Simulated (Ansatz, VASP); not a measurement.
# B27P26 (V_P) in two plane-wave programs, part 2 of 2

Wanted: the spread between two codes on one cell, functional and k mesh. The cell is taken from a series of runs on this material, whose earlier steps may have relaxed, scaled, displaced or heated it; both programs get it as it stands.

VASP 6.6.1 and Ansatz 0.2.0.

So far. Step 3 (VASP: single point, PBEsol, pair 1): The run ends at a pressure of -9.30 GPa, with forces up to 0.046 eV/Å.

## Step 5: Ansatz: single point, PBEsol, pair 2

Level of this step: Ansatz beside VASP: Kohn-Sham DFT, plane waves, PBEsol (Ansatz).

A single point gives forces, pressure and levels at one fixed geometry, so differences don't come from the geometry; what else differs is listed under the comparison.

The cell is taken from a series of runs on this material, whose earlier steps may have relaxed, scaled, displaced or heated it; both programs get it as it stands.

File input.yaml:

```yaml
crystal:
  checkpoint: "../qp2_M1.relax.run"
  host: checkpoint
total_charge: 2
basis:
  ecutwfc: 420
  xc_grid: 2
hamiltonian:
  xc: pbesol
  pseudopotentials: { kind: paw, azcp: { folder: soft_1 }, xc_functional: pbe }
kpoints:
  mp_grid: { grid: [2, 2, 2], shift: [0.5, 0.5, 0.5] }
magnetization:
  spin_polarized: true
  initial_magnetization: 1
  spin_locking: { lock_magnetization: hard }
scf:
  occupations: { method: fermi_dirac, width: 0.01 }
  max_iter: 60
output:
  forces: true
  eigenvalues: true
  charged_corrections:
    epsilon: 9.31
    static_epsilon: 9.42
    defect_position: [0.25, 0.583333, 0.583333]
checkpoint:
  write: "../qp2_M1.pbesol.run"
  compress: false
  write_wavefunctions: false
  write_every: 100000
```

Command:

```
> ansatz run input.yaml --threads 4 --pin off --max-ram 7536MiB --backend cpu --events-out ev --progress --plain --runs-dir out
```

Numbers of over 12 decimals in the logs are rounded to 6 here.

Log:

```text
[...]
Crystal: 53 atoms, lattice volume = 630.129 Å³
Basis set: ecut = 420 eV, 12339 PW (Γ), exchange–correlation on 144×144×144 points (8 copies of the dense FFT grid, shifted against one another)
Bands: 158, of which v1, the nominal top of the filled ones, is band 105 counted from 1 (104 counted from 0)
Symmetry: 1 space group operations
[...]
k-points: 4 of 8 (time reversal used)
[...]
Starting moments: Σ|m| = 1 μB on 53 of 53 sites
[...]
max |Σ_I F_I| component: 2.75e-5 eV/Å
[...]
E_corr1          = +1.042146  (monopole, q²α_M/2εL)
[...]
--- Band table (eV; the first three rows and the last of 8) ---
  k-point 0 ↑: bands = [... 101 lower, 7.6268, 7.7041, 8.3609, 8.3893, 9.7347, 10.1326, 10.1328, 10.5824, ... 49 higher]
  k-point 1 ↑: bands = [... 101 lower, 7.5938, 7.8845, 8.1369, 8.3205, 9.2772, 9.9880, 10.1327, 10.4587, ... 49 higher]
  k-point 2 ↑: bands = [... 101 lower, 7.5960, 7.8850, 8.1392, 8.3200, 9.2776, 9.9880, 10.1326, 10.4600, ... 49 higher]
  k-point 3 ↓: bands = [... 101 lower, 7.5992, 7.9096, 8.1437, 8.5930, 9.5048, 10.2390, 10.3472, 10.4808, ... 49 higher]
```

## Step 6: VASP: single point, PBEsol, pair 2

The same cell, functional, mesh and smearing now go to VASP, with its own data sets.

File INCAR:

```
SYSTEM = B27P26
PREC = Accurate
ENCUT = 420
EDIFF = 1E-06
NELM = 200
ISMEAR = -1
SIGMA = 0.01
LREAL = Auto
ALGO = Normal
GGA = PS
NELECT = 209
NBANDS = 144
ISPIN = 2
MAGMOM = 0 0 0.01 0 0.01 0 0.01 0 0.05 0.01 0.01 0.01 0.01 0.01 0.05 0.01 0.05 0.06 0.01 0.01 0.01 0.01 0 0.01 0.01 0.01 0.01 0 0 0 0 0 0 0 0 0 0 0 0 0 0 0 0 0 0 0 0 0 0 0 0 0 0
LORBIT = 11
LWAVE = .FALSE.
LCHARG = .FALSE.
ISIF = 2
ISYM = 0
NUPDOWN = 1
LASPH = .TRUE.
GGA_COMPAT = .FALSE.
KPAR = 4
```

File POSCAR:

```
B27P26
1.0
    0.0000000000      6.8045562257      6.8045562257
    6.8045562257      0.0000000000      6.8045562257
    6.8045562257      6.8045562257      0.0000000000
B P
27 26
Direct
    0.9993303433      0.0001572046      0.0011135439
    0.9992732053      0.9998182859      0.3334520647
    0.9992668851      0.9999277072      0.6691257637
    0.9992533715      0.3323799768      0.0008966458
    0.9998892072      0.3331887895      0.3342874411
    0.9991761948      0.3323962267      0.6691680363
    0.9992843551      0.6680858443      0.0009613166
    0.9992189375      0.6680967471      0.3334693595
    0.9644117790      0.6784189173      0.6794653278
    0.3344741279      0.9987453696      0.9998498820
    0.3347557342      0.9999160352      0.3335809501
    0.3343467105      0.9987213883      0.6686140595
    0.3347296064      0.3325237048      0.0009974383
    0.3348399207      0.3323843351      0.3334899011
    0.3457982237      0.2967639837      0.6796396849
    0.3343315743      0.6675755001      0.9997531246
    0.3458787723      0.6784123702      0.2979528566
    0.3448255235      0.6774968460      0.6785989417
    0.6665709487      0.0001650665      0.0010963589
    0.6665889753      0.0000774182      0.3338963953
    0.6657840189      0.9986402504      0.6686456850
    0.6665938420      0.3329203856      0.0010361877
    0.6668608435      0.3322767610      0.3333776202
    0.6668078612      0.3324493035      0.6690463340
    0.6657822370      0.6675863579      0.9997045624
    0.6668598412      0.6679840075      0.3334773441
    0.6656056507      0.6675067410      0.6685676055
    0.2504815178      0.2496589723      0.2508476909
    0.2485169108      0.2515927171      0.5823517615
    0.2484143481      0.2516753302      0.9194130926
    0.2485351731      0.5811880371      0.2527037187
    0.2487291644      0.5813012705      0.9188731358
    0.2484065647      0.9182262829      0.2528557635
    0.2487406256      0.9177244913      0.5824993630
    0.2495137936      0.9166182043      0.9177770033
    0.5842265368      0.2492653008      0.2503926991
    0.5856418189      0.2515440670      0.5822541847
    0.5842441222      0.2493137307      0.9177515018
    0.5857007941      0.5811500063      0.2526101235
    0.5853923486      0.5811443790      0.5822692315
    0.5839054326      0.5822680577      0.9176767455
    0.5842573602      0.9165738614      0.2504621194
    0.5839500312      0.9165000679      0.5834044232
    0.5838891577      0.9166459161      0.9177848572
    0.9171503034      0.2497034629      0.2507936516
    0.9173127823      0.2495938819      0.5840047378
    0.9166724853      0.2493459724      0.9178522612
    0.9173385950      0.5828116744      0.2507465772
    0.9189277231      0.5810800900      0.5822181493
    0.9187969541      0.5812092546      0.9194114846
    0.9166844444      0.9166936262      0.2504469557
    0.9187764522      0.9183585605      0.5822987137
    0.9167621400      0.9166748028      0.9178652074
```

File KPOINTS:

```
Points of the shifted mesh
8
Reciprocal
 0.2500000000  0.2500000000  0.2500000000 1
 0.2500000000  0.2500000000  0.7500000000 1
 0.2500000000  0.7500000000  0.2500000000 1
 0.2500000000  0.7500000000  0.7500000000 1
 0.7500000000  0.2500000000  0.2500000000 1
 0.7500000000  0.2500000000  0.7500000000 1
 0.7500000000  0.7500000000  0.2500000000 1
 0.7500000000  0.7500000000  0.7500000000 1
```

PAW data sets: B and P (PBE family, release 64).

Command:

```
> mpirun -np 8 vasp_std
```

Log:

```text
[banner, memory and clock lines left out]
running    8 mpi-ranks, on    1 nodes
[...]
[... a notice as in an earlier step ...]

 [... a notice as in an earlier step ...]

 LDA part: xc-table for (Slater+PW92), standard interpolation
 POSCAR, INCAR and KPOINTS ok, starting setup
[...]
entering main loop
       N       E                     dE             d eps       ncg     rms          rms(c)
DAV:   1     0.539792453560E+03    0.53979E+03   -0.80533E+04  4608   0.109E+03
DAV:   2    -0.331984813080E+03   -0.87178E+03   -0.81871E+03  5616   0.203E+02
DAV:   3    -0.387880387227E+03   -0.55896E+02   -0.54866E+02  5728   0.491E+01
DAV:   4    -0.389219460545E+03   -0.13391E+01   -0.13298E+01  5840   0.801E+00
DAV:   5    -0.389256783048E+03   -0.37323E-01   -0.37225E-01  5688   0.128E+00BRMIX: very serious problems
 the old and the new charge density differ
 old charge density:   211.00000 new  209.00000
BRMIX: very serious problems
 the old and the new charge density differ
 old charge density:   211.00000 new  209.00000
BRMIX: very serious problems
 the old and the new charge density differ
 old charge density:   211.00000 new  209.00000
BRMIX: very serious problems
 the old and the new charge density differ
 old charge density:   211.00000 new  209.00000
    0.361E+01
DAV:   6    -0.374842013352E+03    0.14415E+02   -0.25413E+01  5176   0.926E+00    0.197E+01
DAV:   7    -0.372233162597E+03    0.26089E+01   -0.81539E+00  5848   0.526E+00    0.507E+00
DAV:   8    -0.372078980217E+03    0.15418E+00   -0.63405E-01  5536   0.177E+00    0.160E+00
DAV:   9    -0.372081343158E+03   -0.23629E-02   -0.59206E-02  5760   0.559E-01    0.745E-01
[...]
DAV:  14    -0.372083083706E+03   -0.60382E-05   -0.88663E-06  5280   0.801E-03    0.120E-02
DAV:  15    -0.372083085395E+03   -0.16890E-05   -0.28614E-06  4104   0.397E-03    0.511E-03
DAV:  16    -0.372083085738E+03   -0.34350E-06   -0.32315E-07  3072   0.135E-03
   1 F= -.37208309E+03 E0= -.37208222E+03  d E =-.172900E-02  mag=     1.0000
```

From OUTCAR (step 6):

```text
  FREE ENERGIE OF THE ION-ELECTRON SYSTEM (eV)
  ---------------------------------------------------
  free  energy   TOTEN  =      -372.0830857382 eV

  energy  without entropy=     -372.0813567389  energy(sigma->0) =     -372.08222124

 magnetization (x)
# of ion       s       p       d       tot
------------------------------------------
    1        0.000   0.005   0.000   0.005
    2        0.000   0.003   0.000   0.003
    3        0.001   0.006   0.000   0.006
    4        0.000   0.003   0.000   0.003
    5        0.001   0.008   0.000   0.009
    6        0.000   0.004   0.000   0.005
    7        0.001   0.005   0.000   0.006
    8        0.000   0.004   0.000   0.004
    9        0.007   0.051   0.000   0.058
   10        0.002   0.007   0.000   0.009
   11        0.001   0.007   0.000   0.008
   12        0.003   0.006   0.000   0.009
   13        0.001   0.007   0.000   0.008
[...]
--------------------------------------------------
tot          0.050   0.401   0.000   0.452

[... 1 part as in an earlier step ...]
```

The run ends at a pressure of -6.45 GPa, with forces up to 0.062 eV/Å.

## Step 7: Differences

Compared:

| quantity | Ansatz | VASP | difference |
| --- | --- | --- | --- |
| total moment, fixed by the input (μB) | 1.00 | 1.00 | 0.00 |
| moment on B18 (μB) | 0.07 | 0.08 | -0.01 |
| moment on B9 (μB) | 0.05 | 0.06 | -0.01 |
| moment on B17 (μB) | 0.05 | 0.06 | -0.01 |
| moment on B15 (μB) | 0.05 | 0.06 | -0.01 |

At this near-relaxed geometry the largest component of a force difference is 3 meV/Å. The cell carries a charge of +2 e against a uniform background, so its pressure also hangs on how the neutralising background is counted, and in a defect's cell a gap may be the spacing between its levels.

## Step 8: Ansatz: single point, PBEsol, pair 3

With cell and atoms fixed, the geometry can't cause a difference; cores, projectors, grids and the points listed under the comparison can.

The cell is taken from a series of runs on this material, whose earlier steps may have relaxed, scaled, displaced or heated it; both programs get it as it stands.

input.yaml: that of step 5 with these lines changed.

```diff
@@ -1,5 +1,4 @@
 crystal:
-  checkpoint: "../qp2_M1.relax.run"
+  checkpoint: "../q0_M1.relax.run"
   host: checkpoint
-total_charge: 2
 basis:
@@ -27,3 +26,3 @@
 checkpoint:
-  write: "../qp2_M1.pbesol.run"
+  write: "../q0_M1.pbesol.run"
   compress: false
```

Command:

```
> ansatz run input.yaml --threads 4 --pin off --max-ram 7536MiB --backend cpu --events-out ev --progress --plain --runs-dir out
```

Log:

```text
Warning: at least one further symmetry operation maps every atom of the structure, as the run holds it, onto an atom to within 2.77e-5 (fractional), and is not used: no operation is sought that the atoms, as the run holds them, miss by more than 2.00e-5, twice crystal.symmetry.tolerance (1.0e-5). The run uses 1 unitary operations. The run imposes no operation that its atoms and lattice do not hold. Figures that only  [...]
[...]
Crystal: 53 atoms, lattice volume = 630.129 Å³
[...]
atom  52  B      0.00959237    -0.00189342    -0.00281938
  atom  53  P     -0.00037420    -0.00138664    -0.00130042
  max |Σ_I F_I| component: 1.25e-5 eV/Å
--- Band table (eV; the first three rows and the last of 8) ---
  k-point 0 ↑: bands = [... 102 lower, 7.7010, 8.3690, 8.3692, 9.8657, 10.2311, 10.2315, 10.5488, 10.5490, ... 49 higher]
  k-point 1 ↑: bands = [... 102 lower, 7.8636, 8.1140, 8.2475, 9.3723, 10.0892, 10.2038, 10.4027, 11.1992, ... 49 higher]
  k-point 2 ↑: bands = [... 102 lower, 7.8636, 8.1136, 8.2473, 9.3721, 10.0891, 10.2041, 10.4027, 11.1993, ... 49 higher]
  k-point 3 ↓: bands = [... 102 lower, 7.8980, 8.1346, 8.4956, 9.6893, 10.3331, 10.4357, 10.5153, 11.2173, ... 49 higher]
```

## Step 9: VASP: single point, PBEsol, pair 3

The same cell, functional, mesh and smearing now go to VASP, with its own data sets.

File INCAR:

```
SYSTEM = B27P26
PREC = Accurate
ENCUT = 420
EDIFF = 1E-06
NELM = 200
ISMEAR = -1
SIGMA = 0.01
LREAL = Auto
ALGO = Normal
GGA = PS
NBANDS = 144
ISPIN = 2
MAGMOM = 0 0 0 0 0 0 0 0 0.08 0.01 0 0.01 0 0 0.08 0.01 0.08 0.07 0 0 0.01 0 0 0 0.01 0 0.01 -0 0 0 0 0 0 0 -0 0 0 0 0 0 -0 0 -0 -0 -0 -0 0 -0 0 0 0 0 0
LORBIT = 11
LWAVE = .FALSE.
LCHARG = .FALSE.
ISIF = 2
ISYM = 0
NUPDOWN = 1
LASPH = .TRUE.
GGA_COMPAT = .FALSE.
KPAR = 4
```

File POSCAR:

```
B27P26
1.0
    0.0000000000      6.8045562257      6.8045562257
    6.8045562257      0.0000000000      6.8045562257
    6.8045562257      6.8045562257      0.0000000000
B P
27 26
Direct
    0.9998367307      0.0005192760      0.9997519728
    0.9999702198      0.0002630021      0.3330026555
    0.0000035497      0.0002217622      0.6666771013
    0.9999833702      0.3337793935      0.9994711790
    0.9999782521      0.3337867612      0.3330160535
    0.9999439592      0.3337568269      0.6665896422
    0.0000074452      0.6674477033      0.9994394645
    0.9999391446      0.6673583448      0.3329824959
    0.9817428131      0.6731719323      0.6723835085
    0.3331081808      0.0006718800      0.9998414353
    0.3336444844      0.0002197344      0.3330347896
    0.3331251061      0.0007819419      0.6661475998
    0.3336451805      0.3338164521      0.9994270012
    0.3335512930      0.3337499971      0.3329785702
    0.3393745464      0.3154765949      0.6724099411
    0.3331219735      0.6669324317      0.9999809545
    0.3393336307      0.6731669347      0.3147963557
    0.3401155811      0.6739416988      0.6731478190
    0.6666913956      0.0004826650      0.9997249765
    0.6667175030      0.0005134894      0.3328692977
    0.6668147873      0.0006622626      0.6661325868
    0.6667186573      0.3336365028      0.9997547825
    0.6664334320      0.3337764886      0.3330209390
    0.6664006809      0.3338073716      0.6666846775
    0.6668455171      0.6669044857      0.9998776469
    0.6664046095      0.6674438209      0.3330437754
    0.6669623514      0.6669266897      0.6661493986
    0.2499440377      0.2504111376      0.2496135842
    0.2492297570      0.2533912936      0.5822633225
    0.2493636393      0.2532761638      0.9147259384
    0.2492294673      0.5830417801      0.2525832915
    0.2494995864      0.5833102645      0.9148754878
    0.2493475091      0.9155781724      0.2524522366
    0.2494926470      0.9156764734      0.5825242582
    0.2497706702      0.9171728818      0.9163810942
    0.5832448144      0.2504741929      0.2497187327
    0.5817019811      0.2532685774      0.5824005338
    0.5832707693      0.2504447397      0.9163069008
    0.5817254114      0.5831579826      0.2524859005
    0.5818505143      0.5832957911      0.5825362073
    0.5833640951      0.5835730635      0.9163884955
    0.5832686888      0.9170637631      0.2496828290
    0.5833568945      0.9171627240      0.5827987219
    0.5833573982      0.9171516362      0.9163719183
    0.9166113306      0.2504468080      0.2496465105
    0.9165891485      0.2504148795      0.5829827466
    0.9166831296      0.2504783376      0.9162855737
    0.9165928738      0.5837492766      0.2496293385
    0.9195625984      0.5830484983      0.5822715200
    0.9194521669      0.5831589046      0.9147671250
    0.9166797787      0.9170547411      0.2497126968
    0.9194324182      0.9155809674      0.5823734585
    0.9166552187      0.9170682309      0.9162985983
```

KPOINTS is that of step 6.

Command:

```
> mpirun -np 8 vasp_std
```

Log:

```text
[... set-up lines as in an earlier step ...]
 entering main loop
       N       E                     dE             d eps       ncg     rms          rms(c)
DAV:   1     0.565633855064E+03    0.56563E+03   -0.81561E+04  4608   0.110E+03
DAV:   2    -0.317271989714E+03   -0.88291E+03   -0.83278E+03  5584   0.205E+02
DAV:   3    -0.374197622549E+03   -0.56926E+02   -0.56022E+02  5728   0.496E+01
DAV:   4    -0.375520847320E+03   -0.13232E+01   -0.13133E+01  5784   0.803E+00
[...]
DAV:  14    -0.357683726536E+03   -0.47103E-05   -0.14223E-05  5360   0.859E-03    0.792E-03
DAV:  15    -0.357683727748E+03   -0.12117E-05   -0.14176E-06  3392   0.281E-03    0.452E-03
DAV:  16    -0.357683728032E+03   -0.28453E-06   -0.19412E-07  3008   0.109E-03
   1 F= -.35768373E+03 E0= -.35768373E+03  d E =-.143838E-05  mag=     1.0000
```

OUTCAR, selected parts (step 9):

```text
  FREE ENERGIE OF THE ION-ELECTRON SYSTEM (eV)
  ---------------------------------------------------
  free  energy   TOTEN  =      -357.6837280323 eV

  energy  without entropy=     -357.6837265939  energy(sigma->0) =     -357.68372731

 magnetization (x)
# of ion       s       p       d       tot
------------------------------------------
    1        0.000   0.002   0.000   0.003
    2        0.001   0.003   0.000   0.003
    3        0.000   0.002   0.000   0.003
    4        0.001   0.003   0.000   0.003
    5        0.000   0.001   0.000   0.002
    6        0.000   0.001   0.000   0.002
    7        0.000   0.002   0.000   0.003
    8        0.000   0.001   0.000   0.002
    9        0.016   0.077   0.000   0.093
   10        0.006   0.006   0.000   0.012
   11        0.000   0.002   0.000   0.003
   12        0.005   0.007   0.000   0.012
   13        0.000   0.002   0.000   0.003
[...]
--------------------------------------------------
tot          0.102   0.341   0.000   0.443

[... 1 part as in an earlier step ...]
```

The run ends at a pressure of -2.01 GPa, with forces up to 0.055 eV/Å.

## Step 10: Differences

Both answers:

| quantity | Ansatz | VASP | difference |
| --- | --- | --- | --- |
| total moment, fixed by the input (μB) | 1.00 | 1.00 | 0.00 |
| moment on B15 (μB) | 0.08 | 0.09 | -0.01 |
| moment on B9 (μB) | 0.08 | 0.09 | -0.01 |
| moment on B17 (μB) | 0.08 | 0.09 | -0.01 |
| moment on B18 (μB) | 0.07 | 0.08 | -0.01 |

At this near-relaxed geometry the largest component of a force difference is 5 meV/Å.

## Step 11: Results

| Property | Result |
| --- | --- |
| difference in moment on B18 (single point, PBEsol, pair 1) | -0.012 μB |
| difference in moment on B18 (single point, PBEsol, pair 2) | -0.011 μB |
| difference in moment on B15 (single point, PBEsol, pair 3) | -0.013 μB |

What this shows: The difference in moment on B18 is -0.012 μB (single point, PBEsol, pair 1). 3 further runs of this series are not shown here. Such differences can come from data sets, numerical settings and the points named under the comparisons, not from the functional's error against experiment.

[Lines on the potential files, build, host, timing and source positions are cut from VASP's logs without a mark.]

[Logs are printed without paths, hosts, clocks, repeated set-up lines and the standing remarks that a program may print on its own settings, such as how far it seeks lower states.]

[Hosts, paths, dates, database ids (printed as entryN), source tags and the programs' standing remarks are cut or masked in the printed files.]
